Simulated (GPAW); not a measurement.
Runs of GPAW 26.7.0 on TePb. It takes space group Fm-3m (No. 225, cubic). Conventional cell: a = 6.462 Å, b = 6.462 Å, c = 6.462 Å, α = 90.00°, β = 90.00°, γ = 90.00°. Pb (site symmetry m-3m) has 6 Te at 3.23 Å as nearest neighbours. Te (site symmetry m-3m) is surrounded by 6 Pb at 3.23 Å. 

```tsv
task	level	potentials or basis	spin	k mesh	maxiter	band path	band points	spin axis theta (degrees)	spin axis phi (degrees)	other keys	gap on the mesh (eV)	pressure (GPa)	V0 of scaled cells (Å³/atom)	B0 (GPa)
band structure	vdW-DF2	GPAW PAW data sets (gpaw-data 1.2.1), pw	SOC, no magnetisation	6 × 6 × 6	150	GXWKGLUWLK,UX	80	54.7	45	-	0.20	-	-	-
band structure	SOGGA	PAW data sets generated in the run's folder for this functional, pw	SOC, no magnetisation	6 × 6 × 6	150	GXWKGLUWLK,UX	100	54.7	45	-	0.17	-0.8	-	-
equation of state	LDA	JTH PAW 2.0, LDA, pw	off	6 × 6 × 6	150	-	-	-	-	-	-	-	32.46	48
band structure	optB88-vdW	GPAW PAW data sets (gpaw-data 1.2.1), pw	SOC, no magnetisation	6 × 6 × 6	150	GXWKGLUWLK,UX	80	90	0	-	0.19	-	-	-
equation of state	PBEsol+D3(BJ)	PAW data sets generated in the run's folder for this functional, pw	off	6 × 6 × 6	150	-	-	-	-	-	-	-	31.84	54
single point	PBE	GPAW PAW data sets (gpaw-data 1.2.1), pw	off	9 × 9 × 9	75	-	-	-	-	several, not listed	-	1.8	-	-
single point	PBE	GPAW PAW data sets (gpaw-data 1.2.1), pw	off	11 × 11 × 11	50	-	-	-	-	several, not listed	-	1.8	-	-
band structure	C09-vdW	GPAW PAW data sets (gpaw-data 1.2.1), pw	SOC, no magnetisation	6 × 6 × 6	150	GXWKGLUWLK,UX	60	90	45	-	(a)	-	-	-
equation of state	optB88-vdW	GPAW PAW data sets (gpaw-data 1.2.1), pw	off	6 × 6 × 6	150	-	-	-	-	-	-	-	35.23	(b)
band structure	PBEint	PAW data sets generated in the run's folder for this functional, pw	SOC, no magnetisation	6 × 6 × 6	150	GXWKGLUWLK,UX	100	90	45	-	0.17	0.0	-	-
```

Alike in all rows: cell as given; cutoff (eV) 600; smearing fermi-dirac 0.05 eV.

Question: Estimate the missing entries.

Answer: (a) 0.18; (b) 41.

Caveats: spin-orbit coupling was added after a scalar SCF, so levels and gaps hold it while energy, forces, pressure and moments don't (some runs); this program's spin-orbit splittings come out too wide for heavy elements (some runs); the PAW data sets were made with another functional, which shifts forces and pressure a little (some runs); the program truncates these outside data sets (some runs).

A k mesh can miss the band edges, and rows without SOC leave out spin-orbit coupling on Pb, Te.
